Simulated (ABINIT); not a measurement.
Crystal: Al.

```
Al
1.0
     2.81246    0.00000    0.00000
    -1.40623    2.43566    0.00000
     0.00000    0.00000    4.86685
Al
2
Direct
  0.33333 0.66667 0.25000
  0.66667 0.33333 0.75000
```

This isn't the form of Al at room conditions, which is fcc.

| Quantity | Value |
| --- | --- |
| Program | ABINIT 10.8.3 (patched build) |
| Task | relaxation of cell and atoms |
| Functional | PBE |
| Dispersion | D3(BJ) |
| Potentials or basis | JTH PAW PBE v2.0 |
| Cutoff | 408 eV |
| k mesh | 11 × 11 × 6 |
| Occupations | fermi-dirac, width 0.05 eV |
| Spin | no spin polarisation |

At the start: pressure -3.2 GPa; volume 16.67 Å³/atom.

How do energy, volume and symmetry change on relaxing?

Over 6 steps the energy falls by 18.5 meV/atom and the volume is 15.89 Å³/atom (-4.7 %); space group P6_3/mmc (No. 194, to 0.05 Å).

Step by step:
| step | energy change (eV) | largest force (eV/Å) | pressure (GPa) | volume (Å³) |
| --- | --- | --- | --- | --- |
| 1 | 0.0000 | 0.0000 | -3.21 | 33.34 |
| 2 | -0.0064 | 0.0000 | -2.75 | 33.10 |
| 3 | -0.0316 | 0.0000 | 1.00 | 31.48 |
| 4 | -0.0334 | 0.0000 | 1.22 | 31.40 |
| 5 | -0.0365 | 0.0000 | 0.71 | 31.57 |
| 6 | -0.0371 | 0.0000 | 0.13 | 31.78 |

Final structure:
```yaml
crystal:
  lattice:
    - [2.81050, 0.00000, 0.00000]
    - [-1.40525, 2.43396, 0.00000]
    - [0.00000, 0.00000, 4.64564]
  atoms:
    - { symbol: Al, position: [0.33333, 0.66667, 0.25000] }
    - { symbol: Al, position: [0.66667, 0.33333, 0.75000] }
```

Caveat: the log and the count of SCF iterations are those of the last ABINIT call alone; pairwise dispersion overbinds metals, which lowers pressure and volume.
